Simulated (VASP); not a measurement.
# La (P6_3/mmc) in VASP: notebook, part 2 of 2

VASP 6.6.1.

## (4) Single point, LDA

Input file INCAR:

```
SYSTEM = La
PREC = Accurate ; ENCUT = 400
EDIFF = 1E-6 ; ISMEAR = -5
SIGMA = 0.1 ; LREAL = .FALSE.
LASPH = .TRUE. ; NELM = 100
ALGO = Normal ; ISIF = 2
LWAVE = .FALSE. ; LCHARG = .FALSE.
GGA = CA ; ADDGRID = .FALSE.
```

Input file KPOINTS:

```
Automatic mesh
0
G
  17 17 10
  0 0 0
```

Input file POSCAR:

```
La
1.0
    3.7500000000      0.0000000000      0.0000000000
   -1.8750000000      3.2475952642      0.0000000000
    0.0000000000      0.0000000000      6.0700000000
La
2
Direct
    0.6666666667      0.3333333333      0.7500000000
    0.3333333333      0.6666666667      0.2500000000
```

Potentials or basis: VASP PAW LDA potentials, release 64 (La).

The run is started by

```sh
cat potpaw_LDA.64/La/POTCAR > POTCAR
mpirun -np 1 vasp_std > vasp.out
```

OUTCAR:

```text
SYSTEM = La
   PREC = Accurate
   ENCUT = 400
   EDIFF = 1E-6
   ISMEAR = -5
   LREAL = .FALSE.
   LASPH = .TRUE.
   NELM = 100
   ISIF = 2
   GGA = CA

 Found    198 irreducible k-points:

 Following reciprocal coordinates:
            Coordinates               Weight
  0.000000  0.000000  0.000000      1.000000
  0.058824  0.000000  0.000000      6.000000
  0.117647 -0.000000  0.000000      6.000000
  0.176471  0.000000  0.000000      6.000000
  0.235294 -0.000000  0.000000      6.000000
  0.294118  0.000000  0.000000      6.000000
   k-points           NKPTS =    198   k-points in BZ     NKDIM =    198   number of bands    NBANDS=     15
   number of dos      NEDOS =    301   number of ions     NIONS =      2
   total plane-waves  NPLWV =  23040
   dimension x,y,z NGX =    24 NGY =   24 NGZ =   40
   dimension x,y,z NGXF=    48 NGYF=   48 NGZF=   80
   ions per type =               2
   NGX,Y,Z   is equivalent  to a cutoff of  10.64, 10.64, 10.96 a.u.
   NGXF,Y,Z  is equivalent  to a cutoff of  21.28, 21.28, 21.91 a.u.
 SYSTEM =  La
   PREC   = accura    normal or accurate (medium, high low for compatibility)
   ISTART =      0    job   : 0-new  1-cont  2-samecut
   ICHARG =      2    charge: 1-file 2-atom 10-const
   ISPIN  =      1    spin polarized calculation?
   LNONCOLLINEAR =      F non collinear calculations
   LSORBIT =      F    spin-orbit coupling
   LASPH  =      T    aspherical Exc in radial PAW
   ENCUT  =  400.0 eV  29.40 Ry    5.42 a.u.   6.12  6.12  9.90*2*pi/ulx,y,z
   NELM   =    100;   NELMIN=  2; NELMDL= -5     # of ELM steps
   EDIFF  = 0.1E-05   stopping-criterion for ELM
   LREAL  =      F    real-space projection
   EDIFFG = 0.1E-04   stopping-criterion for IOM
   NSW    =      0    number of steps for IOM
   IBRION =     -1    ionic relax: 0-MD 1-quasi-New 2-CG
   NFREE  =      0    steps in history (QN), initial steepest desc. (CG)
   ISIF   =      2    stress and relaxation
   ISYM   =      2    0-nonsym 1-usesym 2-fastsym
   POTIM  = 0.5000    time-step for ionic-motion
   TEBEG  =    0.0;   TEEND  =   0.0 temperature during run
   PSTRESS=    0.0 pullay stress
   NELECT =      22.0000    total number of electrons
   NUPDOWN=      -1.0000    fix difference up-down
   EMIN   =  10.00;   EMAX   =-10.00  energy-range for DOS
   EFERMI =   0.00;   METHOD = LEGACY
   ISMEAR =    -5;   SIGMA  =   0.10  broadening in eV -4-tet -1-fermi 0-gaus
   EFERMI_NEDOS =   21; number of points for ismear=-14 and -15
[... 19 lines left out ...]
   NGX = 13   NGY = 13   NGZ = 19

 number of electron      22.0000001 magnetization

 Free energy of the ion-electron system (eV)
  ---------------------------------------------------
  ext. energy  EPLUGINS =         0.00000000
  ---------------------------------------------------
  free energy    TOTEN  =       -10.99253821 eV

  energy without entropy =      -10.99253821  energy(sigma->0) =      -10.99253821

 E-fermi :   7.6977     XC(G=0):  -9.7837

 val. band max:        7.7396155424   @ k =   0.2941   0.2941   0.0000
 cond. band min:       7.6195221749   @ k =   0.1765   0.1765   0.3000
 fundamental gap:     -0.1200933675
 Fermi energy:         7.6977401313

 k-point     1 :       0.0000    0.0000    0.0000
  band No.  band energies     occupation
      1     -25.0469      2.00000
      2     -24.8377      2.00000
      3      -9.4483      2.00000
      4      -8.2198      2.00000
      5      -8.2198      2.00000
      6      -8.0290      2.00000
      7      -8.0290      2.00000
      8      -7.9977      2.00000
      9       4.5033      2.00000
     10       5.9284      2.00000
     11       8.6913      0.00000
     12       8.9870      0.00000
     13       8.9896      0.00000
     14       9.0647      0.00000
[... 77 lines left out ...]
      2     -24.7906      2.00000
      3      -9.1188      2.00000
      4      -8.9371      2.00000
      5      -8.7272      2.00000
      6      -8.4331      2.00000
      7      -8.1575      2.00000
      8      -8.1362      2.00000
      9       6.0879      2.00000
     10       6.5886      2.00000
     11       7.3751      2.10101
     12       8.1301      0.00000
     13       8.7150      0.00000
     14       8.8109      0.00000
     15       9.0533      0.00000

 [... further k-points ...]

------------------------ aborting loop because EDIFF is reached ----------------------------------------

  FORCE on cell =-STRESS in cart. coord.  units (eV):
  Direction    XX          YY          ZZ          XY          YZ          ZX
  --------------------------------------------------------------------------------------
  -------------------------------------------------------------------------------------
  Total       -1.4264983     -1.4264983     -1.4447930      0.0000000      0.0000000      0.0000000
  in kB      -30.9171873    -30.9171873    -31.3136981      0.0000000      0.0000000      0.0000000
  external PRESSURE =     -31.0493576 kB  Pullay stress =       0.0000000 kB

 VOLUME and BASIS-vectors are now :
 -----------------------------------------------------------------------------
  energy-cutoff  :      400.00
  volume of cell :       73.92
      direct lattice vectors                 reciprocal lattice vectors
     3.750000000  0.000000000  0.000000000     0.266666667  0.153960072  0.000000000
    -1.875000000  3.247595264  0.000000000     0.000000000  0.307920144  0.000000000
     0.000000000  0.000000000  6.070000000     0.000000000  0.000000000  0.164744646

 POSITION                                       TOTAL-FORCE (eV/Angst)
 -----------------------------------------------------------------------------------
      1.87500      1.08253      4.55250         0.000000     -0.000000      0.000000
     -0.00000      2.16506      1.51750        -0.000000      0.000000      0.000000
 -----------------------------------------------------------------------------------
    total drift:                                0.000000     -0.000000      0.000000

  FREE ENERGIE OF THE ION-ELECTRON SYSTEM (eV)
  ---------------------------------------------------
  free  energy   TOTEN  =       -10.9925382140 eV

  energy  without entropy=      -10.9925382140  energy(sigma->0) =      -10.99253821
```

OSZICAR:

```text
N       E                     dE             d eps       ncg     rms          rms(c)
DAV:   1     0.232356433771E+03    0.23236E+03   -0.71072E+03  5963   0.166E+03
DAV:   2     0.224805945317E+02   -0.20988E+03   -0.20826E+03  9034   0.338E+02
DAV:   3    -0.704119637003E+01   -0.29522E+02   -0.29339E+02 10248   0.145E+02
DAV:   4    -0.106792359424E+02   -0.36380E+01   -0.36074E+01 11826   0.467E+01
DAV:   5    -0.109987655226E+02   -0.31953E+00   -0.31791E+00  9705   0.128E+01    0.326E+00
DAV:   6    -0.110097714729E+02   -0.11006E-01   -0.49896E-01 11848   0.539E+00    0.163E+00
DAV:   7    -0.109941994484E+02    0.15572E-01   -0.38084E-02 10818   0.160E+00    0.496E-01
DAV:   8    -0.109924637374E+02    0.17357E-02   -0.38412E-03 11840   0.519E-01    0.566E-02
DAV:   9    -0.109925332877E+02   -0.69550E-04   -0.47672E-04 11640   0.171E-01    0.351E-02
DAV:  10    -0.109925398972E+02   -0.66096E-05   -0.53022E-05 11810   0.496E-02    0.237E-02
DAV:  11    -0.109925383563E+02    0.15410E-05   -0.12627E-05  9456   0.388E-02    0.398E-03
DAV:  12    -0.109925382140E+02    0.14227E-06   -0.38078E-07  7130   0.936E-03
   1 F= -.10992538E+02 E0= -.10992538E+02  d E =0.000000E+00
```

stdout:

```text
POSCAR found type information on POSCAR La
 POSCAR found :  1 types and       2 ions
 scaLAPACK will be used
 LDA part: xc-table for (Slater(with rela. corr.)+CA(PZ))
 , standard interpolation
 POSCAR, INCAR and KPOINTS ok, starting setup
 FFT: planning ... GRIDC
 FFT: planning ... GRID_SOFT
 FFT: planning ... GRID
 WAVECAR not read
 entering main loop
 -----------------------------------------------------------------------------
|                                                                             |
|           W    W    AA    RRRRR   N    N  II  N    N   GGGG   !!!           |
|           W    W   A  A   R    R  NN   N  II  NN   N  G    G  !!!           |
|           W    W  A    A  R    R  N N  N  II  N N  N  G       !!!           |
|           W WW W  AAAAAA  RRRRR   N  N N  II  N  N N  G  GGG   !            |
|           WW  WW  A    A  R   R   N   NN  II  N   NN  G    G                |
|           W    W  A    A  R    R  N    N  II  N    N   GGGG   !!!           |
|                                                                             |
|     Tetrahedron method does not include variations of the Fermi             |
|     occupations, so forces and stress will be inaccurate. We suggest        |
|     using a different smearing scheme ISMEAR = 1 or 2 for metals in         |
|     relaxations.                                                            |
|                                                                             |
 -----------------------------------------------------------------------------
```

Run time: 64 s. Hardware: 1 thread of AMD EPYC 9R45 (Zen 5), shared host; peak memory 0.25 GiB.

These settings aren't checked as converged: the numbers below hold their error.

Results:

| Item | Value |
| --- | --- |
| Free energy | -10.9925 eV |
| Pressure | -3.1 GPa |
| Band gap on the k mesh | none (metal or under the smearing width) |

Caveat: tetrahedron occupations give inexact forces and stress in metals.

## (5) Single point, LDA

INCAR is that of step 4.

KPOINTS is that of step 4.

Input file POSCAR:

```
La
1.0
    3.7500000000      0.0000000000      0.0000000000
   -1.8750000000      3.2475952642      0.0000000000
    0.0000000000      0.0000000000      6.0700000000
La
2
Direct
    0.6527560000      0.3219160000      0.7382770000
    0.3157440000      0.6620370000      0.2676620000
```

The run is started by

```sh
cat potpaw_LDA.64/La/POTCAR > POTCAR
mpirun -np 1 vasp_std > vasp.out
```

It took 8.4 min on 1 thread of AMD EPYC 9R45 (Zen 5), shared host; peak memory 1.1 GiB.

The run converged, but some of its settings lie outside the range that counts as converged, so its numbers aren't taken as properties of the crystal.

Results:

```yaml
Free_energy: -10.9755 eV
Pressure: -2.9 GPa
Largest_force: 0.194 eV/Å
Band_gap_on_the_k_mesh: none (metal or under the smearing width)
```

Caveat: tetrahedron occupations give inexact forces and stress in metals.
